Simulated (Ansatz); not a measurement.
CsPbI3:
```xyz
5
Lattice="6.1319 0.0000 0.0000 0.0000 6.1319 0.0000 0.0000 0.0000 6.1319" Properties=species:S:1:pos:R:3 pbc="T T T"
Cs     3.0660     3.0660     3.0660
Pb     0.0000     0.0000     0.0000
I      0.0000     0.0000     3.0660
I      3.0660     0.0000     0.0000
I      0.0000     3.0660     0.0000
```

Relaxed with LDA. Special points in fractions of this cell's reciprocal vectors: Γ (0.000, 0.000, 0.000); X (0.000, 0.500, 0.000); M (0.500, 0.500, 0.000); R (0.500, 0.500, 0.500).

Task: List the band energies nearest the valence-band maximum at these points for plane-wave PAW LDA (Ansatz code).

Result: In eV from the valence-band maximum; about four levels below and three above (degenerate sets whole), none deeper than 8.9 eV; points with the same levels are listed once.

```json
[
 {"k": "Γ", "below": "-1.85 -1.85 -1.85 -1.67 -1.67 -1.67", "above": "2.40 3.37 3.37"},
 {"k": "X", "below": "-2.04 -1.81 -1.81 -1.18", "above": "1.86 4.09 4.21"},
 {"k": "M", "below": "-2.17 -2.17 -1.84 -1.21 -0.59", "above": "1.51 1.51 4.54"},
 {"k": "R", "below": "-1.19 -1.19 -1.19 0.00", "above": "0.99 0.99 0.99"}
]
```

Space group Pm-3m (cubic perovskite). This is a known high-temperature phase of the composition, computed here at zero pressure and temperature. The cell was relaxed with LDA under the symmetry of its start; of distortions, only those at the zone centre were tested, and some modes there are weakly imaginary. Spin–orbit coupling is left out wherever it is not named.

Potentials: the later of the program's two PAW sets.
